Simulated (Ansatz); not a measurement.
**Lattice dynamics of SnO2 monolayer (2H)**

Task: relax SnO2 monolayer (2H), then find its harmonic phonons.

Main program and level: Ansatz 0.2.0; DFT PBE, scalar-relativistic, plane waves, PAW.

Report form: the programs' logs are mostly left out.

## 1. The structure

The cell holds 3 atoms: 1 Sn and 2 O. Cell: a = 3.320 Å, b = 3.320 Å, c = 20.000 Å, α = 90.0°, β = 90.0°, γ = 120.0°. Vacuum lies along c.

## 2. Bringing the structure to rest, k-mesh 15×15×1, smearing width 0.1 eV

The cell and atoms are relaxed, since residual forces and stress would shift the frequencies.

The program solves this slab on a cell height of its own, 28.7 Å, in place of the one typed.

File input.yaml:

```yaml
crystal:
  lattice:
    - [3.32, 0.0, 0.0]
    - [-1.66, 2.8752, 0.0]
    - [0.0, 0.0, 20.0]
  atoms:
    - { symbol: Sn, position: [0.333333, 0.666667, 0.5] }
    - { symbol: O, position: [0.666667, 0.333333, 0.56125] }
    - { symbol: O, position: [0.666667, 0.333333, 0.43875] }
  periodic: [true, true, false]
kpoints:
  mp_grid: { grid: [15, 15, 1] }
hamiltonian:
  xc: pbe
scf:
  occupations: { method: gaussian, width: 0.1 }
output:
  forces: true
  stress: true
  eigenvalues: true
  write_density: true
  write_potential: true
  elf: true
  volumetric_format: npy
relax:
  adjacent_minimum: "off"
  f_tol: 0.005
  max_steps: 80
  cell: { stress_2d_tol: 0.02 }
```

The run is started by

```console
$ ansatz run input.yaml --threads 4 --pin off --max-ram 14336MiB --backend cpu --events-out ev --progress --plain --runs-dir out
```

The job ended after 37 s (4 threads of Arm Neoverse V1, shared host; peak memory 0.58 GiB; 2.4 min of CPU time).

Step by step:

| step | energy less that of the first step (eV) | largest force component (eV/Å) | volume (Å³) |
| --- | --- | --- | --- |
| 1 | 0.0000 | 0.1434 | 273.96 |
| 2 | -0.3464 | 1.1228 | 247.85 |
| 3 | 0.1757 | 3.9852 | 223.24 |
| 4 | -0.4428 | 0.1981 | 240.80 |
| 5 | -0.4458 | 0.0051 | 239.70 |
| 6 | -0.4458 | 0.0004 | 239.74 |
| 7* | -0.4328 | 0.0019 | 239.74 |
| 8 | -0.4334 | 0.0013 | 239.19 |
| 9* | -0.4329 | 0.0014 | 239.19 |

Relaxation steps marked * repeat the geometry before them on a plane-wave basis chosen anew for their cell, so energy and pressure can jump there. Relaxation step 3 was tried and not accepted.

Forces are held to the 12 operations that the run works with; a distortion that breaks them can't arise in this run.

| cell as run | before | after | change |
| --- | --- | --- | --- |
| a (Å) | 3.320 | 3.102 | -6.6 % |
| b (Å) | 3.320 | 3.102 | -6.6 % |

The relaxed structure:

```cif
data_structure
_symmetry_space_group_name_H-M 'P 1'
_symmetry_Int_Tables_number 1
_cell_length_a 3.1022
_cell_length_b 3.1022
_cell_length_c 28.7000
_cell_angle_alpha 90.000
_cell_angle_beta 90.000
_cell_angle_gamma 120.000
_cell_volume 239.19
loop_
_atom_site_label
_atom_site_type_symbol
_atom_site_fract_x
_atom_site_fract_y
_atom_site_fract_z
_atom_site_occupancy
Sn1 Sn 0.33333 0.66667 0.34843 1
O2 O 0.66667 0.33333 0.39130 1
O3 O 0.66667 0.33333 0.30556 1
```

This step gave:

- gap on the k-mesh: 0.6502 eV
- direct gap on mesh: 1.325 eV
- area per atom: 2.778 Å²

Electrostatic potential energy in the ac plane at fractional y = 0.333, with atoms of O within 0.2 Å of it. With pseudopotentials it is smooth inside the atoms' cores, unlike the true potential.

Values in eV, 24 rows by 16 columns, each cell a mean:
```
  0   0   0   0   0   0   0   0   0   0   0   0   0   0   0   0
  0   0   0   0   0   0   0   0   0   0   0   0   0   0   0   0
  0   0   0   0   0   0   0   0   0   0   0   0   0   0   0   0
  0   0   0   0   0   0   0   0   0   0   0   0   0   0   0   0
  0   0   0   0   0   0   0   0   0   0   0   0   0   0   0   0
  0   0   0   0   0   0   0   0   0   0   0   0   0   0   0   0
  0   0   0   0   0   0   0   0   0   0   0   0   0   0   0   0
  0   0   0   0   0   0   0   0   0   0   0   0   0   0   0   0
  0   0   0   0   0   0   0   0   0   0   0   0   0   0   0   0
  0   0   0   0   0   0   0   0   0   0   0   0   0   0   0   0
  0   0   0   0   0   0   0   0   0   0   0   0   0   0   0   0
  0   0   0   0   0   0   0   0   0   0   0   0   0   0   0   0
  0   0   0   0   0   0   0   0   0   0   0   0   0   0   0   0
  0   0  -1  -1  -1   0   0   0  -1  -1  -2  -2  -1  -1   0   0
 -6  -6  -6  -6  -6  -6  -6 -10 -22 -25 -25 -25 -25 -23 -15  -6
-18 -22 -23 -24 -23 -19 -15 -11  -9  -9 -10 -10  -9  -9 -10 -13
 -7  -7  -8  -8  -8  -7  -7 -11 -22 -24 -25 -25 -25 -23 -15  -7
 -1  -1  -1  -1  -1  -1  -1  -1  -1  -3  -5  -5  -4  -2  -1  -1
  0   0   0   0   0   0   0   0   0   0   0   0   0   0   0   0
  0   0   0   0   0   0   0   0   0   0   0   0   0   0   0   0
  0   0   0   0   0   0   0   0   0   0   0   0   0   0   0   0
  0   0   0   0   0   0   0   0   0   0   0   0   0   0   0   0
  0   0   0   0   0   0   0   0   0   0   0   0   0   0   0   0
  0   0   0   0   0   0   0   0   0   0   0   0   0   0   0   0
```
Columns run along a (3.1 Å; values clipped at the 3rd and 97th percentile), rows up along c (28.7 Å). Atoms in or near the plane, at fractional coordinates: O at (0.67, 0.39), O at (0.67, 0.31).

ELF in the ac plane at fractional y = 0.333, with atoms of O within 0.2 Å of it. It is the smooth field of the valence electrons, not physical close to the nuclei.

Values, 24 rows by 16 columns, each cell a mean:
```
0.00 0.00 0.00 0.00 0.00 0.00 0.00 0.00 0.00 0.00 0.00 0.00 0.00 0.00 0.00 0.00
0.00 0.00 0.00 0.00 0.00 0.00 0.00 0.00 0.00 0.00 0.00 0.00 0.00 0.00 0.00 0.00
0.00 0.00 0.00 0.00 0.00 0.00 0.00 0.00 0.00 0.00 0.00 0.00 0.00 0.00 0.00 0.00
0.00 0.00 0.00 0.00 0.00 0.00 0.00 0.00 0.00 0.00 0.00 0.00 0.00 0.00 0.00 0.00
0.00 0.00 0.00 0.00 0.00 0.00 0.00 0.00 0.00 0.00 0.00 0.00 0.00 0.00 0.00 0.00
0.00 0.00 0.00 0.00 0.00 0.00 0.00 0.00 0.00 0.00 0.00 0.00 0.00 0.00 0.00 0.00
0.00 0.00 0.00 0.00 0.00 0.00 0.00 0.00 0.00 0.00 0.00 0.00 0.00 0.00 0.00 0.00
0.00 0.00 0.00 0.00 0.00 0.00 0.00 0.00 0.00 0.00 0.00 0.00 0.00 0.00 0.00 0.00
0.00 0.00 0.00 0.00 0.00 0.00 0.00 0.00 0.00 0.00 0.00 0.00 0.00 0.00 0.00 0.00
0.00 0.00 0.00 0.00 0.00 0.00 0.00 0.00 0.00 0.00 0.00 0.00 0.00 0.00 0.00 0.00
0.00 0.00 0.00 0.00 0.00 0.00 0.00 0.00 0.00 0.00 0.00 0.00 0.00 0.00 0.00 0.00
0.00 0.00 0.00 0.00 0.00 0.00 0.00 0.00 0.00 0.00 0.00 0.00 0.00 0.00 0.00 0.00
0.00 0.00 0.00 0.00 0.00 0.00 0.01 0.01 0.02 0.03 0.03 0.04 0.03 0.02 0.02 0.01
0.12 0.03 0.01 0.01 0.02 0.09 0.22 0.36 0.47 0.54 0.58 0.58 0.56 0.50 0.40 0.26
0.40 0.17 0.09 0.09 0.13 0.32 0.57 0.75 0.81 0.76 0.65 0.63 0.73 0.81 0.78 0.65
0.21 0.22 0.24 0.24 0.23 0.21 0.22 0.27 0.33 0.36 0.37 0.37 0.36 0.34 0.30 0.23
0.39 0.18 0.11 0.11 0.15 0.31 0.55 0.73 0.79 0.75 0.64 0.62 0.72 0.79 0.76 0.62
0.16 0.05 0.01 0.01 0.03 0.11 0.27 0.43 0.54 0.62 0.65 0.66 0.63 0.57 0.47 0.33
0.00 0.00 0.00 0.00 0.00 0.00 0.01 0.02 0.04 0.05 0.06 0.06 0.05 0.04 0.02 0.01
0.00 0.00 0.00 0.00 0.00 0.00 0.00 0.00 0.00 0.00 0.00 0.00 0.00 0.00 0.00 0.00
0.00 0.00 0.00 0.00 0.00 0.00 0.00 0.00 0.00 0.00 0.00 0.00 0.00 0.00 0.00 0.00
0.00 0.00 0.00 0.00 0.00 0.00 0.00 0.00 0.00 0.00 0.00 0.00 0.00 0.00 0.00 0.00
0.00 0.00 0.00 0.00 0.00 0.00 0.00 0.00 0.00 0.00 0.00 0.00 0.00 0.00 0.00 0.00
0.00 0.00 0.00 0.00 0.00 0.00 0.00 0.00 0.00 0.00 0.00 0.00 0.00 0.00 0.00 0.00
```
Columns run along a (3.1 Å), rows up along c (28.7 Å). Atoms in or near the plane, at fractional coordinates: O at (0.67, 0.39), O at (0.67, 0.31).

Valence density in the ac plane at fractional y = 0.333, with atoms of O within 0.2 Å of it. It is the smooth field of the valence electrons, not physical close to the nuclei.

Ten steps, logarithmic in the rise over the least value, from '0' (0.0 e/Å³) to '9' (5.3 e/Å³), each cell a mean:
```
0000000000000000
0000000000000000
0000000000000000
0000000000000000
0000000000000000
0000000000000000
0000000000000000
0000000000000000
0000000000000000
0000000000000000
0000000000000000
0000000000000000
0000000000000000
0000001123333221
3222234679999865
4455544445555444
3322334679999865
1000011234454321
0000000000000000
0000000000000000
0000000000000000
0000000000000000
0000000000000000
0000000000000000
```
Columns run along a (3.1 Å), rows up along c (28.7 Å). Atoms in or near the plane, at fractional coordinates: O at (0.67, 0.39), O at (0.67, 0.31).

## 3. Bringing the structure to rest, k-mesh 12×12×1, smearing width 0.02 eV

The relaxation is repeated from its end, on the mesh and smearing that suit the cell and gap now reached.

input.yaml, the sections that differ from step 2:

```yaml
crystal:
  lattice:
    - [3.1021640206, 0.0, 0.0]
    - [-1.5510820103, 2.6865528486, 0.0]
    - [0.0, 0.0, 28.7]
  atoms:
    - { symbol: Sn, position: [0.3333333333, 0.6666666667, 0.3484320557] }
    - { symbol: O, position: [0.6666666667, 0.3333333333, 0.3913037842] }
    - { symbol: O, position: [0.6666666667, 0.3333333333, 0.3055603273] }
  periodic: [true, true, false]
kpoints:
  mp_grid: { grid: [12, 12, 1] }
scf:
  occupations: { method: gaussian, width: 0.02 }
# hamiltonian, output, relax: as in step 2
```

Elapsed: 7 s, on 4 threads; peak memory 0.51 GiB.

Little changed from the start: no atom moved by 0.005 Å and no cell edge by 0.1 %.

## 4. Relaxing to small forces for the phonons

Phonons need a cell at rest on their own settings, so the relaxation is repeated with tight tolerances on forces and stress, using the mesh and the filling of the phonon run that follows.

input.yaml, as its differences from that of step 3:

```diff
@@ -15,3 +15,3 @@
 scf:
-  occupations: { method: gaussian, width: 0.02 }
+  occupations: { method: fixed }
 output:
@@ -26,4 +26,4 @@
   adjacent_minimum: "off"
-  f_tol: 0.005
-  max_steps: 80
-  cell: { stress_2d_tol: 0.02 }
+  f_tol: 0.001
+  max_steps: 60
+  cell: { stress_2d_tol: 0.002 }
```

Elapsed: 12 s, on 4 threads; peak memory 0.52 GiB; 45 s of CPU time.

Little changed from the start: no atom moved by 0.005 Å and no cell edge by 0.1 %.

This step gave:

```yaml
gap_on_the_k_mesh: 0.6507 eV
```

ELF in the ac plane at fractional y = 0.333, with atoms of O within 0.2 Å of it. It is the smooth field of the valence electrons, not physical close to the nuclei.

Ten even steps from '0' (0.00) to '9' (0.81), each cell a mean:
```
0000000000000000
0000000000000000
0000000000000000
0000000000000000
0000000000000000
0000000000000000
0000000000000000
0000000000000000
0000000000000000
0000000000000000
0000000000000000
0000000000000000
0000000000000000
1000012456776643
4211137999879997
2223222344444432
4211136899778997
1000013567887754
0000000000000000
0000000000000000
0000000000000000
0000000000000000
0000000000000000
0000000000000000
```
Columns run along a (3.1 Å), rows up along c (28.7 Å). Atoms in or near the plane, at fractional coordinates: O at (0.67, 0.39), O at (0.67, 0.31).

Electrostatic potential energy in the ac plane at fractional y = 0.333, with atoms of O within 0.2 Å of it. With pseudopotentials it is smooth inside the atoms' cores, unlike the true potential.

Ten even steps from '_' (-25 eV) to '@' (0 eV), each cell a mean:
```
@@@@@@@@@@@@@@@@@@@@@@@@@@@@@@@@
@@@@@@@@@@@@@@@@@@@@@@@@@@@@@@@@
@@@@@@@@@@@@@@@@@@@@@@@@@@@@@@@@
@@@@@@@@@@@@@@@@@@@@@@@@@@@@@@@@
@@@@@@@@@@@@@@@@@@@@@@@@@@@@@@@@
@@@@@@@@@@@@@@@@@@@@@@@@@@@@@@@@
@@@@@@@@@@@@@@@@@@@@@@@@@@@@@@@@
@@@@@@@@@@@@@@@@@@@@@@@@@@@@@@@@
@@@@@@@@@@@@@@@@@@@@@@@@@@@@@@@@
@@@@@@@@@@@@@@@@@@@@@@@@@@@@@@@@
@@@@@@@@@@@@@@@@@@@@@@@@@@@@@@@@
@@@@@@@@@@@@@@@@@@@@@@@@@@@@@@@@
@@@@@@@@@@@@@@@@@@@@@@@@@@@@@@@@
@@@@@@@@@@@@@@@@@@@@@@@@@@@@@@@@
##############++..__________==##
::..____..::--++************++==
####******####++..__________--##
@@@@@@@@@@@@@@@@@@%%%%##%%@@@@@@
@@@@@@@@@@@@@@@@@@@@@@@@@@@@@@@@
@@@@@@@@@@@@@@@@@@@@@@@@@@@@@@@@
@@@@@@@@@@@@@@@@@@@@@@@@@@@@@@@@
@@@@@@@@@@@@@@@@@@@@@@@@@@@@@@@@
@@@@@@@@@@@@@@@@@@@@@@@@@@@@@@@@
@@@@@@@@@@@@@@@@@@@@@@@@@@@@@@@@
```
Columns run along a (3.1 Å; values clipped at the 3rd and 97th percentile), rows up along c (28.7 Å). Atoms in or near the plane, at fractional coordinates: O at (0.67, 0.39), O at (0.67, 0.31).

Valence density in the ac plane at fractional y = 0.333, with atoms of O within 0.2 Å of it. It is the smooth field of the valence electrons, not physical close to the nuclei.

Values in e/Å³, 24 rows by 16 columns, each cell a mean:
```
0.0 0.0 0.0 0.0 0.0 0.0 0.0 0.0 0.0 0.0 0.0 0.0 0.0 0.0 0.0 0.0
0.0 0.0 0.0 0.0 0.0 0.0 0.0 0.0 0.0 0.0 0.0 0.0 0.0 0.0 0.0 0.0
0.0 0.0 0.0 0.0 0.0 0.0 0.0 0.0 0.0 0.0 0.0 0.0 0.0 0.0 0.0 0.0
0.0 0.0 0.0 0.0 0.0 0.0 0.0 0.0 0.0 0.0 0.0 0.0 0.0 0.0 0.0 0.0
0.0 0.0 0.0 0.0 0.0 0.0 0.0 0.0 0.0 0.0 0.0 0.0 0.0 0.0 0.0 0.0
0.0 0.0 0.0 0.0 0.0 0.0 0.0 0.0 0.0 0.0 0.0 0.0 0.0 0.0 0.0 0.0
0.0 0.0 0.0 0.0 0.0 0.0 0.0 0.0 0.0 0.0 0.0 0.0 0.0 0.0 0.0 0.0
0.0 0.0 0.0 0.0 0.0 0.0 0.0 0.0 0.0 0.0 0.0 0.0 0.0 0.0 0.0 0.0
0.0 0.0 0.0 0.0 0.0 0.0 0.0 0.0 0.0 0.0 0.0 0.0 0.0 0.0 0.0 0.0
0.0 0.0 0.0 0.0 0.0 0.0 0.0 0.0 0.0 0.0 0.0 0.0 0.0 0.0 0.0 0.0
0.0 0.0 0.0 0.0 0.0 0.0 0.0 0.0 0.0 0.0 0.0 0.0 0.0 0.0 0.0 0.0
0.0 0.0 0.0 0.0 0.0 0.0 0.0 0.0 0.0 0.0 0.0 0.0 0.0 0.0 0.0 0.0
0.0 0.0 0.0 0.0 0.0 0.0 0.0 0.0 0.0 0.0 0.0 0.0 0.0 0.0 0.0 0.0
0.0 0.0 0.0 0.0 0.0 0.0 0.0 0.1 0.1 0.2 0.2 0.2 0.2 0.1 0.1 0.0
0.3 0.2 0.1 0.1 0.1 0.2 0.4 0.8 1.9 3.6 5.0 5.3 4.1 2.4 1.1 0.5
0.4 0.5 0.6 0.6 0.5 0.4 0.4 0.4 0.4 0.5 0.6 0.6 0.5 0.5 0.4 0.4
0.3 0.2 0.2 0.2 0.2 0.2 0.4 0.8 1.9 3.6 5.0 5.2 4.1 2.4 1.1 0.5
0.0 0.0 0.0 0.0 0.0 0.0 0.1 0.1 0.2 0.3 0.5 0.5 0.4 0.2 0.1 0.1
0.0 0.0 0.0 0.0 0.0 0.0 0.0 0.0 0.0 0.0 0.0 0.0 0.0 0.0 0.0 0.0
0.0 0.0 0.0 0.0 0.0 0.0 0.0 0.0 0.0 0.0 0.0 0.0 0.0 0.0 0.0 0.0
0.0 0.0 0.0 0.0 0.0 0.0 0.0 0.0 0.0 0.0 0.0 0.0 0.0 0.0 0.0 0.0
0.0 0.0 0.0 0.0 0.0 0.0 0.0 0.0 0.0 0.0 0.0 0.0 0.0 0.0 0.0 0.0
0.0 0.0 0.0 0.0 0.0 0.0 0.0 0.0 0.0 0.0 0.0 0.0 0.0 0.0 0.0 0.0
0.0 0.0 0.0 0.0 0.0 0.0 0.0 0.0 0.0 0.0 0.0 0.0 0.0 0.0 0.0 0.0
```
Columns run along a (3.1 Å), rows up along c (28.7 Å). Atoms in or near the plane, at fractional coordinates: O at (0.67, 0.39), O at (0.67, 0.31).

The largest force component left is 0.36 meV/Å, within the tolerances set.

## 5. Modes at Γ

The zone centre comes first: it holds the modes that light can see, as far as symmetry allows. The response to a homogeneous field gives the Born charges and the dielectric tensor, and its change with displacement the Raman tensors.

File input.yaml:

```yaml
crystal:
  lattice:
    - [3.1019443762, 0.0, 0.0]
    - [-1.5509721881, 2.6863626309, 0.0]
    - [0.0, 0.0, 28.7]
  atoms:
    - { symbol: Sn, position: [0.3333333333, 0.6666666667, 0.3484320557] }
    - { symbol: O, position: [0.6666666667, 0.3333333333, 0.3913020119] }
    - { symbol: O, position: [0.6666666667, 0.3333333333, 0.3055620995] }
  periodic: [true, true, false]
kpoints:
  mp_grid: { grid: [12, 12, 1] }
hamiltonian:
  xc: pbe
scf:
  occupations: { method: fixed }
output:
  eigenvalues: true
phonons:
  method: dfpt
  dielectric: true
  raman: true
```

Elapsed: 5.7 min, on 4 threads; peak memory 2.2 GiB.

This step gave:

```
sum-rule residual before enforcement                    : 1.98e-4 eV/Å²
miss of the charge sum rule                             : 0.002908 e
estimated error of the dielectric tensor                : 0.004534
estimated error of the Born charges                     : 0.01938 e
point group                                             : -6m2
highest optical mode at the zone centre (no LO-TO term) : 619.0 cm⁻¹
lowest optical zone-centre mode                         : -74.79 cm⁻¹
largest Born charge (third of the trace)                : 2.966 e
```

Without the LO-TO term. Patterns of degenerate modes are one choice out of their space. The modes at Γ (shares of kinetic energy by element, %) (negative means imaginary):

| mode | frequency (cm⁻¹) | symmetry | Sn % | O % |
| --- | --- | --- | --- | --- |
| 1 | -74.8 | E'' | 0 | 100 |
| 2 | -74.8 | E'' | 0 | 100 |
| 3 | 0.0 | acoustic | 79 | 21 |
| 4 | 0.0 | acoustic | 79 | 21 |
| 5 | 0.0 | acoustic | 79 | 21 |
| 6 | 323.6 | E' | 21 | 79 |
| 7 | 323.6 | E' | 21 | 79 |
| 8 | 512.9 | A2'' | 21 | 79 |
| 9 | 619.0 | A1' | 0 | 100 |

Displacements in mode 2 (-74.8 cm⁻¹), the largest set to 1:
```
Sn1  0.00  0.00  0.00
O2  -0.04  1.00  0.00
O3   0.04 -1.00  0.00
```

Displacements in mode 8 (512.9 cm⁻¹), the largest set to 1:
```
Sn1  0.00  0.00 -0.27
O2   0.00  0.00  1.00
O3   0.00  0.00  1.00
```

High-frequency dielectric tensor, averaged over the cell of height 28.7 Å or as lengthened by the program, vacuum included. Tensor:

|  | x | y | z |
| --- | --- | --- | --- |
| x | 1.83 | 0 | 0 |
| y | 0 | 1.83 | 0 |
| z | 0 | 0 | 1.12 |

Born charge (rows field, columns displacement) (e), principal values of the symmetric part by kind of site:

| atom | atoms with these values | low | middle | high | mean |
| --- | --- | --- | --- | --- | --- |
| Sn1 | 1 | 0.55 | 4.17 | 4.17 | 2.97 |
| O2 | 2 | -2.09 | -2.09 | -0.28 | -1.48 |

In full for O2:

```
-2.09  0.00  0.00
 0.00 -2.09  0.00
 0.00  0.00 -0.28
```

Transverse modes; imaginary modes are left out. Infrared lines, with heights relative to the strongest:

| position (cm⁻¹) | label | relative intensity |
| --- | --- | --- |
| 324 | E' | 100 |
| 513 | A2'' | 0.9 |
| 619 | A1' | 0.0 |

Activity x (w_L - w)^4 (n + 1)/w, 532 nm, 300 K; imaginary modes are left out; the tensors are static ones, while 532 nm light lies above the computed direct gap, where resonance would change the heights. Lines of the Raman spectrum (strongest = 100):

| position (cm⁻¹) | label | relative intensity |
| --- | --- | --- |
| 324 | E' | 92 |
| 513 | A2'' | 0.0 |
| 619 | A1' | 100 |

Before it was imposed, the acoustic sum rule was missed by 2.0e-4 eV/Å² and the charge sum rule by 0.0029 e. Small misses are needed for a sound result but don't prove that mesh and cutoff are converged. The lowest optical mode is imaginary, 74.8i cm⁻¹, so the energy falls along it.

(Continued in part 2 of 2.)

[Logs are printed without paths, hosts, clocks, repeated set-up lines and the standing remarks that a program may print on its own settings, such as how far it seeks lower states.]

[Hosts, paths, dates, database ids (printed as entryN), source tags and the programs' standing remarks are cut or masked in the printed files.]
